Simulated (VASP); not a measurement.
Runs of VASP 6.6.1 on CdS (Greenockite). The structure is hexagonal, space group P6_3mc (No. 186). Conventional cell: a = 4.150 Å, b = 4.150 Å, c = 6.737 Å, α = 90.00°, β = 90.00°, γ = 120.00°. Around Cd (site symmetry 3m) lie 4 S at 2.53 to 2.54 Å. S (site symmetry 3m) has 4 Cd at 2.53 to 2.54 Å as nearest neighbours. 

```tsv
task	level	potentials or basis	cell	cutoff (eV)	gap on the mesh (eV)	pressure (GPa)	relaxed volume (Å³/atom)	largest force (eV/Å)
band structure	PBEsol	VASP PAW PBE potentials, release 64 (Cd, S)	as given	520	1.06	-	-	-
band structure	LDA	VASP PAW LDA potentials, release 64 (Cd, S)	as given	520	0.94	(a)	-	0.06
relaxation of cell and atoms	PBE	VASP PAW PBE potentials, release 64 (Cd, S)	relaxed	600	1.10	0.0	26.16	0.01
band structure	PBE	VASP PAW PBE potentials, release 54 (Cd, S)	as given	520	1.20	2.4	-	0.07
relaxation of cell and atoms	PBEsol	VASP PAW PBE potentials, release 64 (Cd, S)	relaxed	600	1.08	0.0	(b)	-
band structure	PBE	VASP PAW PBE potentials, release 64 (Cd, S)	as given	520	1.20	2.4	-	0.07
relaxation of cell and atoms	PBE	VASP PAW PBE potentials, release 54 (Cd, S)	relaxed	580	1.10	-0.1	26.18	0.01
relaxation of cell and atoms	PBE	VASP PAW PBE potentials, release 54 (Cd, S)	relaxed	600	1.10	0.0	26.16	0.01
```

Alike in all rows: no spin polarisation; k mesh 7 × 7 × 4; smearing fermi-dirac 0.05 eV.

Task: Estimate the missing entries.

Result: (a) -2.7; (b) 24.85.

Caveats: the PAW data sets were made with another functional, which shifts forces and pressure a little (some runs).

A k mesh can miss the band edges, and the runs leave out spin-orbit coupling on Cd.
